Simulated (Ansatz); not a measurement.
## Moving the functional in GaAs

```
As Ga
1.0
     0.00000    2.82685    2.82685
     2.82685    0.00000    2.82685
     2.82685    2.82685    0.00000
As Ga
1 1
Direct
  0.75000 0.75000 0.75000
  0.00000 0.00000 0.00000
```

Kept alike: task single point; k mesh 6 × 6 × 6; occupations fermi-dirac, width 0.05 eV; no spin polarisation. Program: Ansatz, PAW datasets made for the crystal. Cutoffs run from 220 to 360 eV. The mesh is that of the run's cell of 2 atoms. No spin-orbit coupling.

| functional | band gap (eV) | pressure (GPa) |
| --- | --- | --- |
| HSE06 | 1.434 | 1.17 |
| PBE | 0.519 | 3.27 |
| PBE0 | 2.024 | 0.95 |

Pressure is positive in compression, with a Pulay correction for the finite cutoff. Spin-orbit coupling, left out here, moves the band edges of heavy atoms and can close or invert small gaps. A gap read on the mesh alone can miss an edge between its points.

The band gap runs from 0.519 (PBE) to 2.024 eV (PBE0). From PBE: HSE06 +0.915; PBE0 +1.505. Measured: 1.519 eV at 1.2 K (a printed reference work); nearest HSE06, 0.085 eV off. The runs are for a static lattice. The pressure runs from 0.95 (PBE0) to 3.27 GPa (PBE). From PBE: HSE06 -2.10; PBE0 -2.32. A positive pressure means that the functional's own cell is larger than the one given, a negative one that it is smaller.
